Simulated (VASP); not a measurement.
# Si (Fm-3m) in VASP: further runs

The runs below take Si through relaxation of cell and atoms, relaxation of the atoms, with PBE.

Program: VASP 6.6.1. These are calculated values, not measurements. Logs are shortened: lines on timing, memory, paths and dates and some standing lists are left out, and cuts for length are marked.

**1. The crystal as given**

It takes space group Fm-3m (No. 225, cubic). The conventional cell has a = 3.822 Å, b = 3.822 Å, c = 3.822 Å, α = 90.00°, β = 90.00°, γ = 90.00°. Around Si (site symmetry m-3m) lie 12 Si at 2.70 Å.

This isn't the form of Si at room conditions, which is diamond.

**2. Relaxation of cell and atoms, PBE**

Input file INCAR:

```
SYSTEM = Si
PREC = Accurate
ENCUT = 300
EDIFF = 1E-6
ISMEAR = 1
SIGMA = 0.1
LREAL = .FALSE.
LASPH = .TRUE.
NELM = 80
ALGO = Normal
ISIF = 3
LWAVE = .FALSE.
LCHARG = .FALSE.
GGA = PE
IBRION = 2
NSW = 90
EDIFFG = -0.01
```

Input file KPOINTS:

```
Automatic mesh
0
G
  8 8 8
  0 0 0
```

Input file POSCAR:

```
Si
1.0
    0.0000000000      1.9108305409      1.9108305409
    1.9108305409      0.0000000000      1.9108305409
    1.9108305409      1.9108305409      0.0000000000
Si
1
Direct
    0.0000000000      0.0000000000      0.0000000000
```

Potentials or basis: VASP PAW PBE potentials, release 64 (Si).

Launch:

```console
> cat potpaw_PBE.64/Si/POTCAR > POTCAR
> mpirun -np 1 vasp_std > vasp.out
```

OUTCAR:

```text
SYSTEM = Si
   PREC = Accurate
   ENCUT = 300
   EDIFF = 1E-6
   ISMEAR = 1
   LREAL = .FALSE.
   LASPH = .TRUE.
   NELM = 80
   ISIF = 3
   GGA = PE
   IBRION = 2
   NSW = 90
   EDIFFG = -0.01

 ion  position               nearest neighbor table
   1  0.000  0.000  0.000-

  LATTYP: Found a face centered cubic cell.
 ALAT       =     3.8216610818

  Lattice vectors:

 A1 = (   0.0000000000,   1.9108305409,   1.9108305409)
 A2 = (   1.9108305409,   0.0000000000,   1.9108305409)
 A3 = (   1.9108305409,   1.9108305409,   0.0000000000)

Analysis of symmetry for initial positions (statically):
=====================================================================
 Subroutine PRICEL returns:
 Original cell was already a primitive cell.

 Routine SETGRP: Setting up the symmetry group for a
 face centered cubic supercell.

 Subroutine GETGRP returns: Found 48 space group operations
 (whereof 48 operations were pure point group operations)
 out of a pool of 48 trial point group operations.

The static configuration has the point symmetry O_h .

Analysis of symmetry for dynamics (positions and initial velocities):
=====================================================================
 Subroutine PRICEL returns:
 Original cell was already a primitive cell.

 Routine SETGRP: Setting up the symmetry group for a
 face centered cubic supercell.

 Subroutine GETGRP returns: Found 48 space group operations
 (whereof 48 operations were pure point group operations)
 out of a pool of 48 trial point group operations.

The dynamic configuration has the point symmetry O_h .

 Subroutine INISYM returns: Found 48 space group operations
 (whereof 48 operations are pure point group operations),
 and found     1 'primitive' translations

----------------------------------------------------------------------------------------

                                     Primitive cell

  volume of cell :      13.9539

  direct lattice vectors                    reciprocal lattice vectors
     0.000000000  1.910830541  1.910830541    -0.261666322  0.261666322  0.261666322
     1.910830541  0.000000000  1.910830541     0.261666322 -0.261666322  0.261666322
     1.910830541  1.910830541  0.000000000     0.261666322  0.261666322 -0.261666322

  length of vectors
     2.702322466  2.702322466  2.702322466     0.453219365  0.453219365  0.453219365
[... 92 lines left out ...]
   EMIN   =  10.00;   EMAX   =-10.00  energy-range for DOS
   EFERMI =   0.00;   METHOD = LEGACY
   ISMEAR =     1;   SIGMA  =   0.10  broadening in eV -4-tet -1-fermi 0-gaus
   EFERMI_NEDOS =   21; number of points for ismear=-14 and -15
   IALGO  =     38    algorithm
   IMIX   =      4    mixing-type and parameters
     AMIX     =   0.40;   BMIX     =  1.00
     AMIX_MAG =   1.60;   BMIX_MAG =  1.00
  volume/ion in A,a.u.               =      13.95        94.17
  Fermi-wavevector in a.u.,A,eV,Ry     =   1.079434  2.039834 15.853198  1.165177
  Thomas-Fermi vector in A             =   2.215399
   LORBIT       =      0    0 simple, 1 ext, 2 COOP (PROOUT), +10 PAW based schemes
   GGA     = PE    functional components
   LHFCALC =     F    Hartree Fock is set to
   AEXX    =    0.0000 exact exchange contribution
   IVDW    =     0    specifies the selected vdW correction
   LEPSILON=     F    determine dielectric tensor
   LRPA    =     F    only Hartree local field effects (RPA)
 conjugate gradient relaxation of ions
 non-spin polarized calculation
 Methfessel and Paxton  Order N= 1 SIGMA  =   0.10
  energy-cutoff  :      300.00
  volume of cell :       13.95
 maximum number of plane-waves:       174
   NGX =  7   NGY =  7   NGZ =  7

--------------------------------------- Ionic step        1  -------------------------------------------

 number of electron       3.9999999 magnetization

 Free energy of the ion-electron system (eV)
  ---------------------------------------------------
  ext. energy  EPLUGINS =         0.00000000
  ---------------------------------------------------
  free energy    TOTEN  =        -4.83851334 eV

  energy without entropy =       -4.83885739  energy(sigma->0) =       -4.83862802

------------------------ aborting loop because EDIFF is reached ----------------------------------------

  FORCE on cell =-STRESS in cart. coord.  units (eV):
  Direction    XX          YY          ZZ          XY          YZ          ZX
  --------------------------------------------------------------------------------------
  -------------------------------------------------------------------------------------
  Total        0.1717481      0.1717481      0.1717481     -0.0000000     -0.0000000      0.0000000
  in kB       19.7199575     19.7199575     19.7199575     -0.0000000     -0.0000000      0.0000000
  external PRESSURE =      19.7199575 kB  Pullay stress =       0.0000000 kB
[... 57 lines left out ...]
--------------------------------------- Ionic step        3  -------------------------------------------

 number of electron       3.9999998 magnetization

 Free energy of the ion-electron system (eV)
  ---------------------------------------------------
  ext. energy  EPLUGINS =         0.00000000
  ---------------------------------------------------
  free energy    TOTEN  =        -4.84025180 eV

  energy without entropy =       -4.83965756  energy(sigma->0) =       -4.84005372

 E-fermi :  10.5016     XC(G=0): -11.2592

 val. band max:       10.4130942137   @ k =   0.5000   0.3750   0.0000
 cond. band min:      10.5244536809   @ k =  -0.3750   0.2500   0.0000
 fundamental gap:      0.1113594672
 Fermi energy:        10.5016443433

 k-point     1 :       0.0000    0.0000    0.0000
  band No.  band energies     occupation
      1      -4.2241      2.00000
      2      21.6976      0.00000
      3      21.6976      0.00000
      4      21.6976      0.00000
      5      22.4012      0.00000
      6      22.4012      0.00000
[... 199 lines left out ...]
 k-point    24 :      -0.3750    0.2500    0.1250
  band No.  band energies     occupation
      1       3.9224      2.00000
      2       4.4677      2.00000
      3      13.1139      0.00000
      4      13.7710      0.00000
      5      22.1248      0.00000
      6      23.2654      0.00000

 [... further k-points ...]

------------------------ aborting loop because EDIFF is reached ----------------------------------------

  FORCE on cell =-STRESS in cart. coord.  units (eV):
  Direction    XX          YY          ZZ          XY          YZ          ZX
  --------------------------------------------------------------------------------------
  -------------------------------------------------------------------------------------
  Total       -0.0003127     -0.0003127     -0.0003127      0.0000000      0.0000000     -0.0000000
  in kB       -0.0351607     -0.0351607     -0.0351607      0.0000000      0.0000000     -0.0000000
  external PRESSURE =      -0.0351607 kB  Pullay stress =       0.0000000 kB
[... 16 lines left out ...]
  FREE ENERGIE OF THE ION-ELECTRON SYSTEM (eV)
  ---------------------------------------------------
  free  energy   TOTEN  =        -4.8402517993 eV

  energy  without entropy=       -4.8396575592  energy(sigma->0) =       -4.84005372

 reached required accuracy - stopping structural energy minimisation
```

OSZICAR:

```text
N       E                     dE             d eps       ncg     rms          rms(c)
DAV:   1    -0.314513435067E+01   -0.31451E+01   -0.12614E+03   378   0.322E+02
DAV:   2    -0.484951213461E+01   -0.17044E+01   -0.16084E+01   516   0.295E+01
DAV:   3    -0.486150925398E+01   -0.11997E-01   -0.11980E-01   426   0.258E+00
DAV:   4    -0.486152057270E+01   -0.11319E-04   -0.11319E-04   492   0.862E-02
[... 12 lines left out ...]
       N       E                     dE             d eps       ncg     rms          rms(c)
DAV:   1    -0.484027906875E+01   -0.80359E-04   -0.15878E-03   366   0.209E-01    0.344E-02
DAV:   2    -0.484026096301E+01    0.18106E-04   -0.78654E-06   390   0.232E-02    0.190E-02
DAV:   3    -0.484025176966E+01    0.91933E-05   -0.10967E-05   378   0.186E-02    0.686E-03
DAV:   4    -0.484025179930E+01   -0.29638E-07   -0.22385E-08   192   0.156E-03
   3 F= -.48402518E+01 E0= -.48400537E+01  d E =-.173846E-02
```

Run time: 2.1 s. Hardware: 1 thread of Intel Xeon Platinum 8488C (Sapphire Rapids), shared host; peak memory 0.1 GiB.

Results:

```yaml
Free_energy: -4.8403 eV
Relaxed_volume: 14.25 Å³/atom
Relaxed_cell: a = 2.721 Å, b = 2.721 Å, c = 2.721 Å, α = 60.00°, β = 60.00°, γ = 60.00°
Space_group_after_relaxing_to_0.05_Å: Fm-3m (No. 225)
Energy_gained_by_relaxing: 1.7 meV/atom
Ionic_steps: 3
Pressure_after_relaxing: 0.0 GPa
Band_gap_on_the_k_mesh: none (metal or under the smearing width)
```

The path:
```csv
step,energy change (eV),largest force (eV/Å),pressure (GPa),volume (Å³)
1,0.0000,0.0000,1.97,13.95
2,-0.0017,0.0000,-0.31,14.30
3,-0.0017,0.0000,0.00,14.25
```

Final structure:
```xyz
1
Lattice="0.0000 1.9242 1.9242 1.9242 0.0000 1.9242 1.9242 1.9242 0.0000" Properties=species:S:1:pos:R:3 pbc="T T T"
Si    0.0000    0.0000    0.0000
```

Caveat: the cutoff is under 1.25 times the usual one of these potentials, so pressure, stress and relaxed cells hold a basis-set (Pulay) error.

**3. Relaxation of cell and atoms, PBE**

This run uses another cell than the first one, of 14.25 Å³/atom, 1.021 times its volume.

Changes to INCAR since step 2:

```diff
@@ -3,3 +3,3 @@
 ENCUT = 300
-EDIFF = 1E-6
+EDIFF = 1E-7
 ISMEAR = 1
@@ -16,2 +16,2 @@
 NSW = 90
-EDIFFG = -0.01
+EDIFFG = -0.005
```

KPOINTS is that of step 2.

Input file POSCAR:

```
Si                                      
1.0
   -0.0000000000      1.9241944374      1.9241944374
    1.9241944374      0.0000000000      1.9241944374
    1.9241944374      1.9241944374     -0.0000000000
  Si            
     1
Direct
     0.0000000000000000    0.0000000000000000    0.0000000000000000
```

Potentials or basis: VASP PAW PBE potentials, release 64 (Si).

Launch:

```console
> cat potpaw_PBE.64/Si/POTCAR > POTCAR
> mpirun -np 1 vasp_std > vasp.out
```

Run time: 1.6 s. Hardware: 1 thread of Intel Xeon Platinum 8488C (Sapphire Rapids), shared host; peak memory 0.1 GiB.

It converged, with:

- Free energy: -4.8413 eV
- Pressure after relaxing: 0.0 GPa
- Band gap on the k mesh: none (metal or under the smearing width)

Final structure:
```
Si
1.0
     0.00000    1.92419    1.92419
     1.92419    0.00000    1.92419
     1.92419    1.92419    0.00000
Si
1
Direct
  0.00000 0.00000 0.00000
```

Levels at points of the mesh, in eV from the Fermi level:
| k point | band 1 | band 2 | band 3 | band 4 | band 5 | band 6 |
| --- | --- | --- | --- | --- | --- | --- |
| (0.00, 0.00, 0.00) | -14.73 | 11.20 | 11.20 | 11.20 | 11.90 | 11.90 |
| (0.50, 0.00, 0.00) | -7.78 | -7.18 | 8.57 | 8.57 | 10.81 | 10.81 |
| (0.50, 0.50, 0.00) | -5.56 | -4.65 | 3.11 | 3.11 | 4.27 | 6.78 |

Caveat: the cutoff is under 1.25 times the usual one of these potentials, so pressure, stress and relaxed cells hold a basis-set (Pulay) error; the relaxation stopped at its first step, so nothing moved.

**4. Relaxation of the atoms, PBE (a relaxed cell with its volume scaled by 0.94)**

Changes to INCAR since step 3:

```diff
@@ -10,3 +10,3 @@
 ALGO = Normal
-ISIF = 3
+ISIF = 2
 LWAVE = .FALSE.
@@ -15,3 +15,3 @@
 IBRION = 2
-NSW = 90
-EDIFFG = -0.005
+NSW = 40
+EDIFFG = -0.01
```

KPOINTS is that of step 3.

Input file POSCAR:

```
Si                                      
1.0
    0.0000000000      1.8849141413      1.8849141413
    1.8849141413      0.0000000000      1.8849141413
    1.8849141413      1.8849141413      0.0000000000
  Si            
     1
Direct
     0.0000000000000000    0.0000000000000000    0.0000000000000000
```

Launch:

```console
> cat potpaw_PBE.64/Si/POTCAR > POTCAR
> mpirun -np 1 vasp_std > vasp.out
```

It took 1.7 s on 1 thread of Intel Xeon Platinum 8488C (Sapphire Rapids), shared host; peak memory 0.1 GiB.

The run converged. Its results:

```
Free energy             : -4.8221 eV
Pressure after relaxing : 6.2 GPa
Band gap on the k mesh  : none (metal or under the smearing width)
```

Final structure:
```
Si
1.0
     0.00000    1.88491    1.88491
     1.88491    0.00000    1.88491
     1.88491    1.88491    0.00000
Si
1
Direct
  0.00000 0.00000 0.00000
```

Levels at points of the mesh, in eV from the Fermi level:
| k point | band 1 | band 2 | band 3 | band 4 | band 5 | band 6 |
| --- | --- | --- | --- | --- | --- | --- |
| (0.00, 0.00, 0.00) | -15.38 | 11.92 | 11.92 | 11.92 | 12.08 | 12.08 |
| (0.50, 0.00, 0.00) | -8.02 | -7.65 | 9.11 | 9.11 | 10.94 | 10.94 |
| (0.50, 0.50, 0.00) | -5.92 | -4.74 | 3.24 | 3.24 | 4.11 | 7.14 |

Caveat: the k mesh is coarse (spacing up to 0.36 Å⁻¹), so the values aren't converged; the cutoff is under 1.25 times the usual one of these potentials, so pressure, stress and relaxed cells hold a basis-set (Pulay) error; the relaxation stopped at its first step, so nothing moved.

**5. Relaxation of the atoms, PBE (a relaxed cell with its volume scaled by 0.96)**

INCAR is that of step 4.

KPOINTS is that of step 4.

Input file POSCAR:

```
Si                                      
1.0
    0.0000000000      1.8981886220      1.8981886220
    1.8981886220      0.0000000000      1.8981886220
    1.8981886220      1.8981886220      0.0000000000
  Si            
     1
Direct
     0.0000000000000000    0.0000000000000000    0.0000000000000000
```

Launch:

```console
> cat potpaw_PBE.64/Si/POTCAR > POTCAR
> mpirun -np 1 vasp_std > vasp.out
```

Run time: 1.7 s. Hardware: 1 thread of Intel Xeon Platinum 8488C (Sapphire Rapids), shared host; peak memory 0.1 GiB.

It converged, with:

```yaml
Free_energy: -4.8321 eV
Pressure_after_relaxing: 4.1 GPa
Band_gap_on_the_k_mesh: none (metal or under the smearing width)
```

Final structure:
```cif
data_structure
_symmetry_space_group_name_H-M 'P 1'
_symmetry_Int_Tables_number 1
_cell_length_a 2.6844
_cell_length_b 2.6844
_cell_length_c 2.6844
_cell_angle_alpha 60.000
_cell_angle_beta 60.000
_cell_angle_gamma 60.000
_cell_volume 13.68
loop_
_atom_site_label
_atom_site_type_symbol
_atom_site_fract_x
_atom_site_fract_y
_atom_site_fract_z
_atom_site_occupancy
Si1 Si 0.00000 0.00000 0.00000 1
```

Levels at points of the mesh, in eV from the Fermi level:
| k point | band 1 | band 2 | band 3 | band 4 | band 5 | band 6 |
| --- | --- | --- | --- | --- | --- | --- |
| (0.00, 0.00, 0.00) | -15.16 | 11.66 | 11.66 | 11.66 | 12.01 | 12.01 |
| (0.50, 0.00, 0.00) | -7.95 | -7.50 | 8.91 | 8.91 | 10.89 | 10.89 |
| (0.50, 0.50, 0.00) | -5.81 | -4.72 | 3.19 | 3.19 | 4.16 | 7.01 |

Caveat: the cutoff is under 1.25 times the usual one of these potentials, so pressure, stress and relaxed cells hold a basis-set (Pulay) error; the relaxation stopped at its first step, so nothing moved.

**6. Relaxation of the atoms, PBE (a relaxed cell with its volume scaled by 0.98)**

INCAR is that of step 5.

KPOINTS is that of step 5.

Input file POSCAR:

```
Si                                      
1.0
    0.0000000000      1.9112799917      1.9112799917
    1.9112799917      0.0000000000      1.9112799917
    1.9112799917      1.9112799917      0.0000000000
  Si            
     1
Direct
     0.0000000000000000    0.0000000000000000    0.0000000000000000
```

Potentials or basis: VASP PAW PBE potentials, release 64 (Si).

Launch:

```console
> cat potpaw_PBE.64/Si/POTCAR > POTCAR
> mpirun -np 1 vasp_std > vasp.out
```

Wall time 1.8 s (1 thread of Intel Xeon Platinum 8488C (Sapphire Rapids), shared host); peak memory 0.1 GiB.

Results (log left out):

```
Free energy             : -4.8386 eV
Pressure after relaxing : 1.9 GPa
Band gap on the k mesh  : none (metal or under the smearing width)
```

Final structure:
```
Si
1.0
     0.00000    1.91128    1.91128
     1.91128    0.00000    1.91128
     1.91128    1.91128    0.00000
Si
1
Cartesian
  0.0000 0.0000 0.0000
```

Levels at points of the mesh, in eV from the Fermi level:
| k point | band 1 | band 2 | band 3 | band 4 | band 5 |
| --- | --- | --- | --- | --- | --- |
| (0.00, 0.00, 0.00) | -14.94 | 11.43 | 11.43 | 11.43 | 11.95 |
| (0.50, 0.00, 0.00) | -7.86 | -7.33 | 8.74 | 8.74 | 10.85 |
| (0.50, 0.50, 0.00) | -5.68 | -4.68 | 3.15 | 3.15 | 4.21 |

Caveat: the cutoff is under 1.25 times the usual one of these potentials, so pressure, stress and relaxed cells hold a basis-set (Pulay) error; the relaxation stopped at its first step, so nothing moved.

**7. Summary**

| task | cell | mesh quality | gap on the mesh (eV) | pressure (GPa) |
| --- | --- | --- | --- | --- |
| relaxation of cell and atoms | relaxed | not flagged | none | 0.0 |
| relaxation of the atoms | atoms relaxed from: a relaxed cell with its volume scaled by 0.94 | coarse | none | 6.2 |
| relaxation of the atoms | atoms relaxed from: a relaxed cell with its volume scaled by 0.96 | not flagged | none | 4.1 |
| relaxation of the atoms | atoms relaxed from: a relaxed cell with its volume scaled by 0.98 | not flagged | none | 1.9 |

Alike in all rows: level PBE; potentials or basis VASP PAW PBE potentials, release 64 (Si); no spin polarisation; k mesh 8 × 8 × 8; cutoff (eV) 300; smearing methfessel-paxton 0.1 eV.

Caveats: some runs use coarse meshes; the cutoff is under 1.25 times the usual one of these potentials, so pressure, stress and relaxed cells hold a basis-set (Pulay) error; the relaxation stopped at its first step, so nothing moved.

Absolute energies hang on the potentials; compare differences alone.
